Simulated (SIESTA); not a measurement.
The system is Ir.

```
Ir
1.0
     2.75138    0.00000    0.00000
    -1.37569    2.38276    0.00000
     0.00000    0.00000    4.46229
Ir
2
Direct
  0.33333 0.66667 0.25000
  0.66667 0.33333 0.75000
```

This isn't the form of Ir at room conditions, which is fcc.

Program: SIESTA 5.4.2. Alike in all runs: no spin polarisation; cell as given; k mesh 11 × 11 × 6; smearing fermi-dirac 0.05 eV; grid cutoff 800 Ry; energy shift 0.003 Ry.

Question: Order these runs on this cell by their pressure, lowest first.
A. level PBEsol; potentials or basis PseudoDojo 0.4 standard (PBE files), DZP (energy shift 0.003 Ry; two zetas on semicore shells)
B. level PBEsol; potentials or basis PseudoDojo 0.4 standard (PBE files), DZ (energy shift 0.003 Ry; two zetas on semicore shells)
C. level PBEsol; potentials or basis PseudoDojo 0.4 standard (PBE files), SZP (energy shift 0.003 Ry)
D. level PBE; potentials or basis PseudoDojo 0.4 standard (PBE files), DZP (energy shift 0.003 Ry; two zetas on semicore shells)

Answer: B (-14.7 GPa), C (-12.6 GPa), A (-8.7 GPa), D (1.7 GPa).

Caveats: short orbitals over semicore shells can move pressures by several GPa; the basis of atomic orbitals isn't converged, which shifts pressures, moduli and gaps; the potentials were made for another functional, which shifts forces and pressure (some runs); the basis has no polarisation orbitals (some runs).
